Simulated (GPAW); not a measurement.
## MnSi: band structure with TPSS

The system is MnSi.

```
CELL_PARAMETERS angstrom
0.00000 2.52722 2.52722
2.52722 0.00000 2.52722
2.52722 2.52722 0.00000
ATOMIC_POSITIONS crystal
Mn 0.00000 0.00000 0.00000
Si 0.25000 0.25000 0.25000
```

The cell was built by a generator and needn't be a form met in nature.

| Property | Result |
| --- | --- |
| Program | GPAW 26.7.0 |
| Task | band structure |
| Functional | TPSS |
| Potentials or basis | GPAW PAW data sets (gpaw-data 1.2.1) |
| Cutoff | 600 eV |
| Basis | pw |
| k mesh | 9 × 9 × 9 |
| Occupations | fermi-dirac, width 0.05 eV |
| Spin | collinear spin, ferromagnetic start |
| Starting moments | [4.0, 0.0] μB |
| Eigensolver | davidson |
| Maxiter | 150 |
| Band path | GXWKGLUWLK,UX |
| Band points | 100 |

```yaml
Pressure: 18.8 GPa
Band_gap_along_the_path: none (metal or under the smearing width)
Net_moment: 2.08 μB per cell
Site_moments: Mn +2.19; Si -0.13 μB
```

Levels at the corners of the path, in eV from the Fermi level:
Spin up:
| point | band 7 | band 8 | band 9 | band 10 | band 11 | band 12 | band 13 |
| --- | --- | --- | --- | --- | --- | --- | --- |
| Γ | -2.99 | -2.99 | -1.95 | -1.95 | 7.07 | 7.07 | 7.07 |
| X | -2.06 | -1.76 | -1.76 | -1.48 | -0.50 | 0.99 | 0.99 |
| W | -2.89 | -2.29 | -1.49 | -1.13 | -1.01 | 0.14 | 1.14 |
| K | -2.56 | -2.19 | -1.84 | -1.60 | -0.57 | 0.33 | 2.06 |
| Γ | -2.99 | -2.99 | -1.95 | -1.95 | 7.07 | 7.07 | 7.07 |
| L | -2.88 | -2.88 | -1.55 | -1.55 | -0.77 | 4.28 | 4.28 |
| U | -2.56 | -2.19 | -1.84 | -1.60 | -0.57 | 0.33 | 2.06 |
| W | -2.89 | -2.29 | -1.49 | -1.13 | -1.01 | 0.14 | 1.14 |
| L | -2.88 | -2.88 | -1.55 | -1.55 | -0.77 | 4.28 | 4.28 |
| K | -2.56 | -2.19 | -1.84 | -1.60 | -0.57 | 0.33 | 2.06 |
| U | -2.56 | -2.19 | -1.84 | -1.60 | -0.57 | 0.33 | 2.06 |
| X | -2.06 | -1.76 | -1.76 | -1.48 | -0.50 | 0.99 | 0.99 |
Spin down:
| point | band 5 | band 6 | band 7 | band 8 | band 9 | band 10 | band 11 | band 12 |
| --- | --- | --- | --- | --- | --- | --- | --- | --- |
| Γ | -10.26 | -1.90 | -1.90 | -1.90 | 0.68 | 0.68 | 7.39 | 7.39 |
| X | -6.73 | -4.19 | -1.08 | -0.68 | -0.68 | 1.41 | 1.43 | 1.63 |
| W | -6.71 | -3.26 | -2.25 | -1.34 | -0.60 | 0.25 | 1.43 | 1.65 |
| K | -6.81 | -3.58 | -2.24 | -0.90 | -0.61 | 0.67 | 0.96 | 2.30 |
| Γ | -10.26 | -1.90 | -1.90 | -1.90 | 0.68 | 0.68 | 7.39 | 7.39 |
| L | -7.71 | -4.33 | -1.54 | -1.54 | 0.78 | 0.84 | 0.84 | 4.72 |
| U | -6.81 | -3.58 | -2.24 | -0.90 | -0.61 | 0.67 | 0.96 | 2.30 |
| W | -6.71 | -3.26 | -2.25 | -1.34 | -0.60 | 0.25 | 1.43 | 1.65 |
| L | -7.71 | -4.33 | -1.54 | -1.54 | 0.78 | 0.84 | 0.84 | 4.72 |
| K | -6.81 | -3.58 | -2.24 | -0.90 | -0.61 | 0.67 | 0.96 | 2.30 |
| U | -6.81 | -3.58 | -2.24 | -0.90 | -0.61 | 0.67 | 0.96 | 2.30 |
| X | -6.73 | -4.19 | -1.08 | -0.68 | -0.68 | 1.41 | 1.43 | 1.63 |

Wall time 6.8 min on 1 thread of Arm Neoverse V2, on a shared host, peak memory 0.42 GiB.

Caveat: the PAW data sets were made with another functional, which shifts forces and pressure a little.
